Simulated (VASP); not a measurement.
Here is a VASP 6.6.1 calculation.

Contents of Pr.cif:

```cif
data_Pr
_cell_length_a 4.19474431
_cell_length_b 4.19474431
_cell_length_c 4.19474431
_cell_angle_alpha 90.00000000
_cell_angle_beta 90.00000000
_cell_angle_gamma 90.00000000
_space_group_name_H-M_alt 'Im-3m'
_space_group_name_Hall '-I 4 2 3'
_space_group_IT_number 229
loop_
_space_group_symop_operation_xyz
'x,y,z'
'-x,-y,-z'
'-y,x,z'
'y,-x,-z'
'-x,-y,z'
'x,y,-z'
'y,-x,z'
'-y,x,-z'
'x,-y,-z'
'-x,y,z'
'-y,-x,-z'
'y,x,z'
'-x,y,-z'
'x,-y,z'
'y,x,-z'
'-y,-x,z'
'z,x,y'
'-z,-x,-y'
'z,-y,x'
'-z,y,-x'
'z,-x,-y'
'-z,x,y'
'z,y,-x'
'-z,-y,x'
'-z,x,-y'
'z,-x,y'
'-z,-y,-x'
'z,y,x'
'-z,-x,y'
'z,x,-y'
'-z,y,x'
'z,-y,-x'
'y,z,x'
'-y,-z,-x'
'x,z,-y'
'-x,-z,y'
'-y,z,-x'
'y,-z,x'
'-x,z,y'
'x,-z,-y'
'-y,-z,x'
'y,z,-x'
'-x,-z,-y'
'x,z,y'
'y,-z,-x'
'-y,z,x'
'x,-z,y'
'-x,z,-y'
'x+1/2,y+1/2,z+1/2'
'-x+1/2,-y+1/2,-z+1/2'
'-y+1/2,x+1/2,z+1/2'
'y+1/2,-x+1/2,-z+1/2'
'-x+1/2,-y+1/2,z+1/2'
'x+1/2,y+1/2,-z+1/2'
'y+1/2,-x+1/2,z+1/2'
'-y+1/2,x+1/2,-z+1/2'
'x+1/2,-y+1/2,-z+1/2'
'-x+1/2,y+1/2,z+1/2'
'-y+1/2,-x+1/2,-z+1/2'
'y+1/2,x+1/2,z+1/2'
'-x+1/2,y+1/2,-z+1/2'
'x+1/2,-y+1/2,z+1/2'
'y+1/2,x+1/2,-z+1/2'
'-y+1/2,-x+1/2,z+1/2'
'z+1/2,x+1/2,y+1/2'
'-z+1/2,-x+1/2,-y+1/2'
'z+1/2,-y+1/2,x+1/2'
'-z+1/2,y+1/2,-x+1/2'
'z+1/2,-x+1/2,-y+1/2'
'-z+1/2,x+1/2,y+1/2'
'z+1/2,y+1/2,-x+1/2'
'-z+1/2,-y+1/2,x+1/2'
'-z+1/2,x+1/2,-y+1/2'
'z+1/2,-x+1/2,y+1/2'
'-z+1/2,-y+1/2,-x+1/2'
'z+1/2,y+1/2,x+1/2'
'-z+1/2,-x+1/2,y+1/2'
'z+1/2,x+1/2,-y+1/2'
'-z+1/2,y+1/2,x+1/2'
'z+1/2,-y+1/2,-x+1/2'
'y+1/2,z+1/2,x+1/2'
'-y+1/2,-z+1/2,-x+1/2'
'x+1/2,z+1/2,-y+1/2'
'-x+1/2,-z+1/2,y+1/2'
'-y+1/2,z+1/2,-x+1/2'
'y+1/2,-z+1/2,x+1/2'
'-x+1/2,z+1/2,y+1/2'
'x+1/2,-z+1/2,-y+1/2'
'-y+1/2,-z+1/2,x+1/2'
'y+1/2,z+1/2,-x+1/2'
'-x+1/2,-z+1/2,-y+1/2'
'x+1/2,z+1/2,y+1/2'
'y+1/2,-z+1/2,-x+1/2'
'-y+1/2,z+1/2,x+1/2'
'x+1/2,-z+1/2,y+1/2'
'-x+1/2,z+1/2,-y+1/2'
loop_
_atom_site_label
_atom_site_type_symbol
_atom_site_symmetry_multiplicity
_atom_site_Wyckoff_symbol
_atom_site_fract_x
_atom_site_fract_y
_atom_site_fract_z
_atom_site_occupancy
Pr1 Pr 2 a 0.0000000000 0.0000000000 0.0000000000 1
```

POSCAR

```
Pr
 1.0000000000000000
     4.1947443099999999    0.0000000000000000    0.0000000000000000
     0.0000000000000000    4.1947443099999999    0.0000000000000000
     0.0000000000000000    0.0000000000000000    4.1947443099999999
 Pr 
   2
Cartesian
  0.0000000000000000  0.0000000000000000  0.0000000000000000
  2.0973721550000000  2.0973721550000000  2.0973721550000000
```

Contents of INCAR.step1:

```
SYSTEM = Pr
AGGAC    = 0.0          
ALGO     = Normal         ! electronic algorithm
EDIFF    = 1E-6           ! SCF threshold, eV
ENCUT    = 520            ! plane-wave cutoff, eV
GGA      = BO             ! functional
ISIF     = 2              ! what is computed and relaxed
ISMEAR   = 1              ! smearing method
ISPIN    = 2              ! spin polarisation
LASPH    = .TRUE.         ! aspherical terms in the spheres
LCHARG   = .TRUE.         ! write CHGCAR
LMAXMIX  = 6              ! l up to which the mixer works
LORBIT   = 11             ! projections on sites
LREAL    = .FALSE.        ! projectors in reciprocal space
LUSE_VDW = .TRUE.       
LWAVE    = .FALSE.        ! write WAVECAR
MAGMOM   = 2 2            ! initial moments
NBANDS   = 22             ! bands
NELM     = 150            ! most SCF steps
PARAM1   = 0.1833333333 
PARAM2   = 0.22         
PREC     = Accurate       ! precision mode
SIGMA    = 0.2            ! smearing width, eV
```

The input KPOINTS.step1:

```
k-points
0
G
  6 6 6
  0 0 0
```

Contents of INCAR.step2:

```
SYSTEM = Pr
AGGAC    = 0.0          
ALGO     = Normal         ! electronic algorithm
EDIFF    = 1E-6           ! SCF threshold, eV
ENCUT    = 520            ! plane-wave cutoff, eV
GGA      = BO             ! functional
ICHARG   = 11             ! starting density
ISIF     = 2              ! what is computed and relaxed
ISMEAR   = 0              ! smearing method
ISPIN    = 2              ! spin polarisation
LASPH    = .TRUE.         ! aspherical terms in the spheres
LCHARG   = .FALSE.        ! write CHGCAR
LMAXMIX  = 6              ! l up to which the mixer works
LORBIT   = 11             ! projections on sites
LREAL    = .FALSE.        ! projectors in reciprocal space
LUSE_VDW = .TRUE.       
LWAVE    = .FALSE.        ! write WAVECAR
MAGMOM   = 2 2            ! initial moments
NBANDS   = 22             ! bands
NELM     = 150            ! most SCF steps
PARAM1   = 0.1833333333 
PARAM2   = 0.22         
PREC     = Accurate       ! precision mode
SIGMA    = 0.05           ! smearing width, eV
```

Contents of KPOINTS.step2:

```
path GXMGRX,MR
20
line-mode
reciprocal
 0.0000000000  0.0000000000  0.0000000000  G
 0.0000000000  0.5000000000  0.0000000000  X

 0.0000000000  0.5000000000  0.0000000000  X
 0.5000000000  0.5000000000  0.0000000000  M

 0.5000000000  0.5000000000  0.0000000000  M
 0.0000000000  0.0000000000  0.0000000000  G

 0.0000000000  0.0000000000  0.0000000000  G
 0.5000000000  0.5000000000  0.5000000000  R

 0.5000000000  0.5000000000  0.5000000000  R
 0.0000000000  0.5000000000  0.0000000000  X

 0.5000000000  0.5000000000  0.0000000000  M
 0.5000000000  0.5000000000  0.5000000000  R
```

Potentials or basis: VASP PAW PBE potentials, release 64 (Pr_3), 4f in core.

The run is started by

```console
$ ase convert -i cif -o vasp Pr.cif POSCAR
$ cat potpaw_PBE.64/Pr_3/POTCAR > POTCAR
$ cp INCAR.step1 INCAR
$ cp KPOINTS.step1 KPOINTS
$ mpirun -np 1 vasp_std > vasp.out
$ cp INCAR.step2 INCAR
$ cp KPOINTS.step2 KPOINTS
$ mpirun -np 1 vasp_std > vasp.out
```

Question: Predict the net moment.

Answer: 0.60 μB per cell.

Question: Predict the band gap along the path.

Answer: None (metal or under the smearing width).

Levels at the corners of the path, in eV from the Fermi level:
Spin up:
```tsv
point	band 8	band 9	band 10	band 11	band 12	band 13	band 14	band 15
Γ	-17.99	-3.79	-1.88	-1.88	1.22	1.22	1.22	3.42
X	-18.33	-1.22	-1.22	-0.04	-0.04	1.58	1.58	1.58
X	-18.33	-1.22	-1.22	-0.04	-0.04	1.58	1.58	1.58
M	-18.00	-2.01	-2.01	-0.34	-0.34	2.15	2.15	3.43
M	-18.00	-2.01	-2.01	-0.34	-0.34	2.15	2.15	3.43
Γ	-17.99	-3.79	-1.88	-1.88	1.22	1.22	1.22	3.42
Γ	-17.99	-3.79	-1.88	-1.88	1.22	1.22	1.22	3.42
R	-18.51	0.08	0.08	0.08	0.08	0.08	0.08	4.26
R	-18.51	0.08	0.08	0.08	0.08	0.08	0.08	4.26
X	-18.33	-1.22	-1.22	-0.04	-0.04	1.58	1.58	1.58
M	-18.00	-2.01	-2.01	-0.34	-0.34	2.15	2.15	3.43
R	-18.51	0.08	0.08	0.08	0.08	0.08	0.08	4.26
```
Spin down:
```
point  band 8  band 9  band 10  band 11  band 12  band 13  band 14  band 15
    Γ  -17.90   -3.60    -1.75    -1.75     1.45     1.45     1.45     3.49
    X  -18.24   -1.05    -1.05     0.08     0.08     1.80     1.80     1.80
    X  -18.24   -1.05    -1.05     0.08     0.08     1.80     1.80     1.80
    M  -17.91   -1.83    -1.83    -0.11    -0.11     2.32     2.32     3.56
    M  -17.91   -1.83    -1.83    -0.11    -0.11     2.32     2.32     3.56
    Γ  -17.90   -3.60    -1.75    -1.75     1.45     1.45     1.45     3.49
    Γ  -17.90   -3.60    -1.75    -1.75     1.45     1.45     1.45     3.49
    R  -18.42    0.28     0.28     0.28     0.28     0.28     0.28     4.36
    R  -18.42    0.28     0.28     0.28     0.28     0.28     0.28     4.36
    X  -18.24   -1.05    -1.05     0.08     0.08     1.80     1.80     1.80
    M  -17.91   -1.83    -1.83    -0.11    -0.11     2.32     2.32     3.56
    R  -18.42    0.28     0.28     0.28     0.28     0.28     0.28     4.36
```

Caveat: the log is that of the step along the path at fixed density, whose energy, stress, charges and moments have no meaning; the magnetic or orbital state may not be the lowest; spin-orbit coupling is left out, which moves the levels of the heavy elements; the 4f electrons are frozen in the core as for a trivalent ion, so they carry no moment and show no levels. The state reached can hang on the start; a lower one may exist.
